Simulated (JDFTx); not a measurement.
The system is CoO.

```
Co O
1.0
     1.50547    0.86918    2.43993
    -1.50547    0.86918    2.43993
     0.00000   -1.73837    2.43993
Co O
1 1
Direct
  0.00000 0.00000 0.00000
  0.50000 0.50000 0.50000
```

The cell is a database's computed one.

Base run:

| Quantity | Value |
| --- | --- |
| Program | JDFTx 1.7.0 (patched build) |
| Functional | PBE |
| Potentials or basis | PseudoDojo-SR-PBE-0.5-standard with smoothed tails |
| Cutoff | 1306 eV |
| Density cutoff | 10449 eV |
| k mesh | 9 × 9 × 9 |
| Occupations | fermi-dirac, width 0.05 eV |
| Spin | collinear spin, ferromagnetic start |
| Starting moments | [2.0, 0.0] μB |
| Fixed moment | 2 μB |

Its results: pressure -8.3 GPa; site moments Co +1.90; O +0.11 μB.

Problem. The run is repeated on the same cell with these changes: fixed moment from 2 μB to 1 μB. What comes out?

Solution. Pressure -14.5 GPa; site moments Co +1.02; O -0.02 μB.

Caveats: the total moment is fixed, so each spin has its own Fermi level; a cell with one magnetic atom can't hold antiferromagnetic order, which such compounds often take.
